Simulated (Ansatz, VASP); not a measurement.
This is a calculation of Au (Gold) for VASP 6.6.1. 

Contents of INCAR:

```
  PREC = Accurate
  ENCUT = 600
  EDIFF = 1E-7
  ISMEAR = -1
  SIGMA = 0.05
  LREAL = False
  LASPH = True
  NELM = 80
  ALGO = Normal
  ISIF = 3
  LWAVE = False
  LCHARG = False
  GGA = RP
  IBRION = 2
  NSW = 40
  EDIFFG = -0.01
```

KPOINTS

```
regular mesh
0
Gamma
  11 11 11
```

The input POSCAR:

```
Au
1.0
    0.0000000000      2.0350000000      2.0350000000
    2.0350000000      0.0000000000      2.0350000000
    2.0350000000      2.0350000000      0.0000000000
Au
1
Direct
    0.0000000000      0.0000000000      0.0000000000
```

Potentials or basis: VASP PAW PBE potentials, release 64 (Au).

The run is started by

```bash
$ cat potpaw_PBE.64/Au/POTCAR > POTCAR
$ mpirun -np 1 vasp_std > vasp.out
```

**Question.** Translate it to Ansatz 0.2.0. Potentials or basis there: all-electron LAPW, scalar-relativistic.

**Answer.** As run (cutoffs and basis follow the program's own potentials, and thresholds, step limits or extra output files can differ):

The input input.yaml:

```yaml
crystal:
  lattice:
    - [0.0, 2.035, 2.035]
    - [2.035, 0.0, 2.035]
    - [2.035, 2.035, 0.0]
  atoms:
    - { symbol: Au, position: [0.0, 0.0, 0.0] }
kpoints:
  mp_grid: { grid: [11, 11, 11] }
scf:
  occupations: { method: fermi_dirac, width: 0.05 }
hamiltonian:
  xc: rpbe
  pseudopotentials: { kind: all_electron, lapw: { basis_error: 0.001 } }
output:
  forces: true
  stress: true
relax:
  f_tol: 0.005
  max_steps: 60
  cell: {}
```

Potentials or basis: all-electron LAPW, scalar-relativistic.

Command:

```sh
$ ansatz run input.yaml --threads 1 --pin off --max-ram 3072MiB --backend cpu --events-out ev --progress --plain --runs-dir out
```

Both were run:

|  | VASP | Ansatz |
| --- | --- | --- |
| Relaxed volume | 18.47 Å³/atom | 18.48 Å³/atom |
| Relaxed cell | a = 2.967 Å, b = 2.967 Å, c = 2.967 Å, α = 60.00°, β = 60.00°, γ = 60.00° | a = 2.968 Å, b = 2.968 Å, c = 2.968 Å, α = 60.00°, β = 60.00°, γ = 60.00° |
| Space group after relaxing | Fm-3m (No. 225) | Fm-3m (No. 225) |
| Pressure after relaxing | -0.1 GPa | 0.0 GPa |

VASP's potentials were made for PBE.

Where Ansatz's input types no cutoff or centring, it takes its own default and a Γ-centred mesh.

Pressure is positive in compression.
